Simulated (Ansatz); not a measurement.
Relaxed-ion elastic tensor of CsCl (CsCl type, Pm-3m) in GPa (Voigt order), the program Ansatz at the r²SCAN level (PAW); density 3.94 g/cm³, 35.49 Å³ per atom.

```
37.0   8.9   8.9   0.0   0.0   0.0
 8.9  37.0   8.9   0.0   0.0   0.0
 8.9   8.9  37.0   0.0   0.0   0.0
 0.0   0.0   0.0   9.0   0.0   0.0
 0.0   0.0   0.0   0.0   9.0   0.0
 0.0   0.0   0.0   0.0   0.0   9.0
```

### Question
Is the crystal mechanically stable?

### Answer
Yes: the smallest eigenvalue of C is 9.0 GPa.

### Question
Work out the Voigt, Reuss and Hill averages.

### Answer
K_V = 18.3, K_R = 18.3, K_H = 18.3; G_V = 11.0, G_R = 10.5, G_H = 10.7 GPa.

### Question
Give Young's modulus, Poisson's ratio, Pugh's ratio and the universal anisotropy index.

### Answer
E = 9KG/(3K + G) = 27.0 GPa; ν = 0.25; K/G = 1.70 (near the Pugh limit of 1.75, no verdict); A_U = 5G_V/G_R + K_V/K_R − 6 = 0.24.

### Question
Estimate the sound speeds and the Debye temperature.

### Answer
v_l = √((K + 4G/3)/ρ) = 2880 m/s, v_t = √(G/ρ) = 1650 m/s, mean 1830 m/s; Θ = (h/k)(3n/4πV)^(1/3) v_m = 166 K.

### Question
Give the Zener ratio and Young's modulus along [100], [110] and [111].

### Answer
A = 2C44/(C11 − C12) = 0.64; 1/E = S11 − 2(S11 − S12 − S44/2)Γ with Γ = 0, 1/4, 1/3 gives 33.5, 25.1, 23.1 GPa.

### Question
Solve the Christoffel equation for the three sound speeds along [100], [110], [111].

### Answer
Eigenvalues of C_ijkl n_j n_l equal ρv². In km/s, slowest first: [100] 1.51, 1.51, 3.07; [110] 1.51, 1.89, 2.85; [111] 1.77, 1.77, 2.77.

Symmetry was held in the r²SCAN relaxation. Spin–orbit coupling is left out wherever it is not named.

Potentials: the later of the program's two PAW sets.
